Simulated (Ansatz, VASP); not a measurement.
# One calculation of Al3Cu2, two programs

Contents of INCAR:

```
PREC = Accurate
ENCUT = 520
EDIFF = 1E-7
ISMEAR = 0
SIGMA = 0.1
LREAL = F
LASPH = T
NELM = 80
ALGO = Normal
ISIF = 2
LWAVE = F
LCHARG = T
GGA = CA
LELF = T
LVHAR = T
NBANDS = 24
```

The input KPOINTS:

```
Automatic mesh
0
Gamma
  6 6 4
```

The input POSCAR:

```
Al3Cu2
1.0
    4.0919516368      0.0000000000      0.0000000000
   -2.0459758184      3.5437340685      0.0000000000
    0.0000000000      0.0000000000      4.9927787000
Al Cu
3 2
Direct
    0.0000000000      0.0000000000      0.0000000000
    0.3333333300      0.6666666700      0.3499253500
    0.6666666700      0.3333333300      0.6500746500
    0.3333333300      0.6666666700      0.8395121300
    0.6666666700      0.3333333300      0.1604878700
```

Input for Ansatz:

```yaml
crystal:
  lattice:
    - [4.0919516368, 0.0, 0.0]
    - [-2.0459758184, 3.5437340685, 0.0]
    - [0.0, 0.0, 4.9927787]
  atoms:
    - { symbol: Al, position: [0.0, 0.0, 0.0] }
    - { symbol: Al, position: [0.33333333, 0.66666667, 0.34992535] }
    - { symbol: Al, position: [0.66666667, 0.33333333, 0.65007465] }
    - { symbol: Cu, position: [0.33333333, 0.66666667, 0.83951213] }
    - { symbol: Cu, position: [0.66666667, 0.33333333, 0.16048787] }
basis:
  ecutwfc: 420
kpoints:
  mp_grid: { grid: [6, 6, 4] }
hamiltonian:
  xc: lda
scf:
  occupations: { method: gaussian, width: 0.1 }
output:
  forces: true
  stress: true
  eigenvalues: true
```

The cell comes from a database or a generator and needn't be the stable form of this composition.

Alike in both runs: task single point; functional LDA; k mesh 6 × 6 × 4; occupations gaussian, width 0.1 eV; no spin polarisation.

|  | VASP | Ansatz |
| --- | --- | --- |
| version | VASP 6.6.1 | Ansatz 0.2.0 |
| potentials or method | VASP PAW LDA potentials, release 64 (Al, Cu) | scalar-relativistic, plane waves, PAW |
| plane-wave cutoff (eV) | 520 | 420 |
| valence electrons in the cell | 31 | 47 |

VASP gave:

```
gap on the k mesh at the Fermi level (eV)       : none
pressure (GPa)                                  : -3.0
largest component of the traceless stress (GPa) : 0.86
rms of the force components (eV/Å)              : 0.024
```

Q: What did Ansatz give for the same quantities?

A: gap on the k mesh at the Fermi level (eV): none; pressure (GPa): -3.3; largest component of the traceless stress (GPa): 0.80; rms of the force components (eV/Å): 0.025.

Atom by atom the forces differ by 0.004 eV/Å (rms over components). A gap of «none» marks a metal or a gap that the smearing closes. The two sets of potentials don't hold the same shells in valence.
